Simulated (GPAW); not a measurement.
**LiF (Griceite): optical spectrum from first principles**

Wanted: where LiF (Griceite) starts to absorb, how strongly, and its refractive index.

Program: GPAW 26.7.0. Level of theory: DFT, LDA, plane-wave PAW (GPAW data sets), scalar-relativistic, RPA, optical limit. Results are calculated unless marked as measured.

## Step 1: The structure

It takes space group Fm-3m (No. 225, cubic). The conventional cell has a = 4.028 Å, b = 4.028 Å, c = 4.028 Å, α = 90.00°, β = 90.00°, γ = 90.00°. Nearest to F lie 6 Li at 2.01 Å. Li has 6 F at 2.01 Å nearest. Farther neighbours and most contacts between anions are not listed.

Coordinates:

```cif
data_structure
_symmetry_space_group_name_H-M 'Fm-3m'
_symmetry_Int_Tables_number 225
_cell_length_a 4.0280
_cell_length_b 4.0280
_cell_length_c 4.0280
_cell_angle_alpha 90.000
_cell_angle_beta 90.000
_cell_angle_gamma 90.000
_cell_volume 65.35
loop_
_atom_site_label
_atom_site_type_symbol
_atom_site_symmetry_multiplicity
_atom_site_Wyckoff_symbol
_atom_site_fract_x
_atom_site_fract_y
_atom_site_fract_z
_atom_site_occupancy
F1 F 4 b 0.50000 0.00000 0.00000 1
Li1 Li 4 a 0.00000 0.00000 0.00000 1
```

## Step 2: Dielectric function, RPA

Transitions between filled and empty bands, summed over the zone, give the optical response, so mesh, band count and broadening shape it.

The induced potential is part of this response.

df.py

```python
from gpaw.response.df import DielectricFunction

df = DielectricFunction('full.gpw', frequencies={'type': 'nonlinear', 'domega0': 0.03, 'omega2': 8},
                        ecut=50,
                        eta=0.15,
                        nbands=15,
                        txt='df.txt')
for direction in ['x', 'z']:
    df.get_dielectric_function(xc='RPA', direction=direction, filename=f'df_{direction}.csv')
```

Started as:

```
$ OMP_NUM_THREADS=1 python df.py
```

Numbers of over 12 decimals in the logs are rounded to 6 here.

The program printed:

```text
Using integrator: PointIntegrator
NonLinearFrequencyDescriptor(from 0.000 to 65.973 eV, 499 points)
Nonperiodic BCs:  [False False False]
Using integrator: PointIntegrator
NonLinearFrequencyDescriptor(from 0.000 to 65.973 eV, 499 points)
Nonperiodic BCs:  [False False False]

Calculating chi0 body with:
    Ground state adapter containing:
    Number of spins: 1
    Number of kpoints: 3375
    Number of irreducible kpoints: 120
    Number of completely occupied states: 4
    Number of partially occupied states: 4

    Linear response parametrization:
    q_c: [0.0, 0.0, 0.0]
    Number of frequency points: 499
    Planewave cutoff: 50.0
    Number of bands: 15
    Number of planewaves: 15
    Broadening (eta): 0.15

Integrating chi0 body.

Symmetries of q_c:
    Direct symmetries (Uq -> q): 48
    Indirect symmetries (TUq -> q): 0
In total 48 allowed symmetries.

120 groups of equivalent kpoints. 96.444444% reduction.

Integral kind: spectral function

Calculating chi0 optical extensions with:
    Ground state adapter containing:
    Number of spins: 1
    Number of kpoints: 3375
    Number of irreducible kpoints: 120
    Number of completely occupied states: 4
    Number of partially occupied states: 4

    Linear response parametrization:
    Number of frequency points: 499
    Planewave cutoff: 50.0
    Number of bands: 15
    Number of planewaves: 15
    Broadening (eta): 0.15
Integrating chi0 head and wings.

Symmetries of q_c:
    Direct symmetries (Uq -> q): 48
    Indirect symmetries (TUq -> q): 0
In total 48 allowed symmetries.

120 groups of equivalent kpoints. 96.444444% reduction.

Integral kind: spectral function wings
```

Wall time 3.7 s (1 thread of Arm Neoverse V1, shared host); peak memory 0.17 GiB.

This step gave:

| Quantity | Value |
| --- | --- |
| electronic dielectric constant ε∞, mean over x, y and z (by symmetry where fewer were run) | 1.983 |
| main peak of Im epsilon, first axis | 10.80 eV |

Some rows of df_x.csv (energy; Re and Im without local fields; Re and Im with them):

```text
0.000000, 2.050427, 0.000000, 1.982974, 0.000000
0.429336, 2.051365, 0.000657, 1.983858, 0.000619
0.878195, 2.054366, 0.001353, 1.986688, 0.001276
1.347938, 2.059773, 0.002107, 1.991787, 0.001988
1.840057, 2.068030, 0.002939, 1.999578, 0.002773
2.356191, 2.079727, 0.003878, 2.010622, 0.003663
2.898142, 2.095662, 0.004969, 2.025679, 0.004698
3.467895, 2.116942, 0.006276, 2.045811, 0.005942
4.067647, 2.145160, 0.007901, 2.072549, 0.007494
4.699832, 2.182701, 0.010015, 2.108195, 0.009521
5.367152, 2.233346, 0.012926, 2.156416, 0.012328
6.072622, 2.303553, 0.017258, 2.223515, 0.016531
6.819608, 2.405669, 0.024487, 2.321622, 0.023600
7.611886, 2.568139, 0.039260, 2.478923, 0.038195
8.453705, 2.889922, 0.092573, 2.794626, 0.091706
9.349861, 3.277205, 0.673182, 3.168159, 0.681339
10.305790, 3.457487, 1.522070, 3.305023, 1.525191
11.327680, 1.860890, 2.282343, 1.708161, 2.235764
12.422601, 1.326263, 1.682442, 1.172902, 1.617043
13.598673, 1.359274, 1.067233, 1.193578, 0.979783
```

Values under the direct gap are tails of Lorentzian lines. Im ε, E ∥ x or z against photon energy; read off at these points:

| photon energy (eV) | Im ε, E ∥ x or z |
| --- | --- |
| 0.00 | 0 |
| 0.50 | 7.2e-4 |
| 1.00 | 0.00146 |
| 1.50 | 0.00222 |
| 2.00 | 0.00304 |
| 2.50 | 0.00393 |
| 3.00 | 0.00491 |
| 3.50 | 0.00602 |
| 4.00 | 0.00730 |
| 4.50 | 0.00883 |
| 5.00 | 0.0107 |
| 5.50 | 0.0130 |
| 6.00 | 0.0160 |
| 6.50 | 0.0201 |
| 7.00 | 0.0260 |
| 7.50 | 0.0353 |
| 8.00 | 0.0525 |
| 8.50 | 0.0998 |
| 9.00 | 0.408 |
| 9.50 | 0.728 |
| 10.00 | 1.07 |
| 10.50 | 1.89 |
| 10.81 | 2.55 |
| 11.00 | 2.34 |
| 11.50 | 2.18 |
| 12.00 | 1.86 |
| 12.50 | 1.52 |
| 13.00 | 1.36 |
| 13.50 | 0.989 |

Table of Re ε, E ∥ x or z by photon energy:

photon energy (eV), Re ε, E ∥ x or z and a bar from the least value:
```
      0.0       1.98 #############
      0.5       1.98 #############
      1.0       1.99 #############
      1.5       1.99 #############
      2.0       2.00 #############
      2.5       2.01 #############
      3.0       2.03 #############
      3.5       2.05 ##############
      4.0       2.07 ##############
      4.5       2.10 ##############
      5.0       2.13 ###############
      5.5       2.17 ###############
      6.0       2.22 ################
      6.5       2.28 ################
      7.0       2.35 #################
      7.5       2.45 ###################
      8.0       2.59 ####################
      8.5       2.82 #######################
      9.0       3.13 ###########################
      9.5       3.20 ############################
     10.0       3.30 #############################
     10.5       3.39 ##############################
     11.0       2.19 ###############
     11.5       1.62 ########
     12.0       1.11 ##
     12.5       1.11 ##
     13.0       0.94 
     13.5       1.19 ###
```

Table of refractive index n and extinction k by photon energy:

| photon energy (eV) | n | k |
| --- | --- | --- |
| 0.0 | 1.41 | 0 |
| 0.5 | 1.41 | 2.6e-4 |
| 1.0 | 1.41 | 5.2e-4 |
| 1.5 | 1.41 | 7.9e-4 |
| 2.0 | 1.42 | 0.00107 |
| 2.5 | 1.42 | 0.00138 |
| 3.0 | 1.42 | 0.00172 |
| 3.5 | 1.43 | 0.00210 |
| 4.0 | 1.44 | 0.00254 |
| 4.5 | 1.45 | 0.00305 |
| 5.0 | 1.46 | 0.00366 |
| 5.5 | 1.47 | 0.00442 |
| 6.0 | 1.49 | 0.00538 |
| 6.5 | 1.51 | 0.00667 |
| 7.0 | 1.53 | 0.00848 |
| 7.5 | 1.57 | 0.0113 |
| 8.0 | 1.61 | 0.0163 |
| 8.5 | 1.68 | 0.0297 |
| 9.0 | 1.77 | 0.115 |
| 9.5 | 1.80 | 0.202 |
| 10.0 | 1.84 | 0.290 |
| 10.5 | 1.91 | 0.495 |
| 11.0 | 1.64 | 0.713 |
| 11.5 | 1.47 | 0.741 |
| 12.0 | 1.28 | 0.728 |
| 12.5 | 1.22 | 0.622 |
| 13.0 | 1.14 | 0.597 |
| 13.5 | 1.17 | 0.423 |

The loss function −Im 1/ε at q → 0, E ∥ x or z has structure finer than the step of the table below, so its rows give means over 0.5 eV, whole bins alone (the curve runs from 0 to 14.0 eV). Peaks (eV: height): 13.08: 0.542.

Values under the direct gap are tails of Lorentzian lines. Loss function −Im 1/ε at q → 0, E ∥ x or z against energy loss; means over each step:

| energy loss (eV) | loss function −Im 1/ε at q → 0, E ∥ x or z |
| --- | --- |
| 0.5 | 1.8e-4 |
| 1.0 | 3.7e-4 |
| 1.5 | 5.6e-4 |
| 2.0 | 7.6e-4 |
| 2.5 | 9.7e-4 |
| 3.0 | 0.00119 |
| 3.5 | 0.00144 |
| 4.0 | 0.00171 |
| 4.5 | 0.00201 |
| 5.0 | 0.00236 |
| 5.5 | 0.00277 |
| 6.0 | 0.00327 |
| 6.5 | 0.00389 |
| 7.0 | 0.00472 |
| 7.5 | 0.00591 |
| 8.0 | 0.00790 |
| 8.5 | 0.0134 |
| 9.0 | 0.0396 |
| 9.5 | 0.0702 |
| 10.0 | 0.0944 |
| 10.5 | 0.133 |
| 11.0 | 0.222 |
| 11.5 | 0.301 |
| 12.0 | 0.378 |
| 12.5 | 0.410 |
| 13.0 | 0.486 |
| 13.5 | 0.425 |

Values under the direct gap are tails of Lorentzian lines. Table of Im ε, E ∥ x or z by photon energy; read off at these points:

| photon energy (eV) | without local fields | with local fields |
| --- | --- | --- |
| 0.00 | 0 | 0 |
| 0.50 | 7.7e-4 | 7.2e-4 |
| 1.00 | 0.00155 | 0.00146 |
| 1.50 | 0.00236 | 0.00222 |
| 2.00 | 0.00322 | 0.00304 |
| 2.50 | 0.00416 | 0.00393 |
| 3.00 | 0.00519 | 0.00491 |
| 3.50 | 0.00636 | 0.00602 |
| 4.00 | 0.00770 | 0.00730 |
| 4.50 | 0.00929 | 0.00883 |
| 5.00 | 0.0112 | 0.0107 |
| 5.50 | 0.0136 | 0.0130 |
| 6.00 | 0.0167 | 0.0160 |
| 6.50 | 0.0209 | 0.0201 |
| 7.00 | 0.0269 | 0.0260 |
| 7.50 | 0.0364 | 0.0353 |
| 8.00 | 0.0536 | 0.0525 |
| 8.50 | 0.101 | 0.0998 |
| 9.00 | 0.404 | 0.408 |
| 9.50 | 0.720 | 0.728 |
| 10.00 | 1.06 | 1.07 |
| 10.50 | 1.90 | 1.89 |
| 10.81 | 2.59 | 2.55 |
| 11.00 | 2.38 | 2.34 |
| 11.50 | 2.24 | 2.18 |
| 12.00 | 1.92 | 1.86 |
| 12.50 | 1.58 | 1.52 |
| 13.00 | 1.45 | 1.36 |
| 13.50 | 1.07 | 0.989 |

At chosen wavelengths:

| wavelength (nm) | n | k | R (%) | 1/α |
| --- | --- | --- | --- | --- |
| 1550 | 1.41 | 0.000 | 2.9 | 299 µm |
| 800 | 1.41 | 0.001 | 2.9 | 78 µm |
| 532 | 1.42 | 0.001 | 3.0 | 33 µm |
| 405 | 1.43 | 0.002 | 3.1 | 18 µm |
| 308 | 1.44 | 0.003 | 3.2 | 9.6 µm |
| 248 | 1.46 | 0.004 | 3.5 | 5.4 µm |
| 193 | 1.51 | 0.006 | 4.1 | 2.4 µm |

Below the direct gap, k and the depth come from the tails of the Lorentzian lines, not from transitions.

## Step 3: Summary of results

```yaml
electronic_dielectric_constant_eps_infinity_mean_over_x_y_and_z_by_symmetry_where_fewer_were_run_rpa: 1.98
main_peak_of_im_epsilon_first_axis: 10.8 eV
```

What this shows: At this level (LDA, RPA) LiF has ε∞ = 1.98 and n = 1.41 at 1550 nm, and Im ε peaks at 10.8 eV. Local fields change the static value along x from 2.05 to 1.98 (-3 %). Distinct maxima of Im ε, read by a parabola through the highest points, lie at 10.80 eV (2.6), 11.19 eV (2.5), 12.37 eV (1.6) and 13.78 eV (1.1). Excitons and phonon-assisted transitions are missing; LDA gaps are as a rule too small, which pulls the onset down and ε∞ up. The sum runs over mesh points, so small or evenly spaced maxima can still be ripples of the mesh. In this version of GPAW the matrix elements of the optical limit are incomplete, which can lower ε − 1 by up to a tenth where first-row anions or d states rule, and shift it by more in d metals.

[Machine, clock and banner lines and Python warnings are left out of the logs.]

[Logs are printed without paths, hosts, clocks, repeated set-up lines and the standing remarks that a program may print on its own settings, such as how far it seeks lower states.]

[Hosts, paths, dates, database ids (printed as entryN), source tags and the programs' standing remarks are cut or masked in the printed files.]
